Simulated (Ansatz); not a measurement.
Rh: a prediction, then the measurements

These are results of Ansatz, DFT PBEsol, scalar-relativistic, plane waves, PAW, not measurements.

Settings: cutoff 420 eV, Γ-centred mesh 18×18×18 on the computed 1-atom cell, Gaussian smearing of 0.10 eV; no spin polarisation.

Relaxed structure, symmetry kept:

Space group Fm-3m (No. 225). a = 3.780 Å, b = 3.780 Å, c = 3.780 Å, α = 90.00°, β = 90.00°, γ = 90.00°
```json
{"atom": "Rh", "site": "4a", "symmetry": "m-3m", "x": "0.0000", "y": "0.0000", "z": "0.0000"}
```

```
Space group                                                       : Fm-3m (No. 225)
Volume per atom                                                   : 13.50 Å³
Formation energy from the elements' standard states (uncorrected) : 0.000 eV/atom
Kohn–Sham band gap                                                : none (metal)
Density of states at the Fermi level                              : 1.24 states/eV per cell
Löwdin character within 0.5 eV of the Fermi level                 : Rh 4d 96 %
Bulk modulus                                                      : 296 GPa
Its pressure derivative                                           : 5.1
Bader charges (e)                                                 : Rh (1 in the cell) 0.00
```

**The experiment to reproduce.**

“Strong-coupling superconductivity of SrIr2 and SrRh2: Phonon engineering of metallic Ir and Rh”, 2021, arxiv:2108.03692 quotes, for a bulk crystal of Rh: lattice constant a 3.803 Å.

“Thermal equation of state of rhodium characterized by XRD in a resistively heated diamond anvil cell”, 2024, pmc:11535440 quotes, for a bulk crystal of Rh: bulk modulus 264 ± 1 GPa.

Against the measured lattice constant a of Rh, 3.803 Å (quoted in the paper above), the calculated 3.780 Å is off by -0.6 %. The calculation is for 0 K without zero-point motion. A measured bulk modulus of Rh is 264 GPa (quoted in the paper above); the calculated 296 GPa misses it by +12.0 %.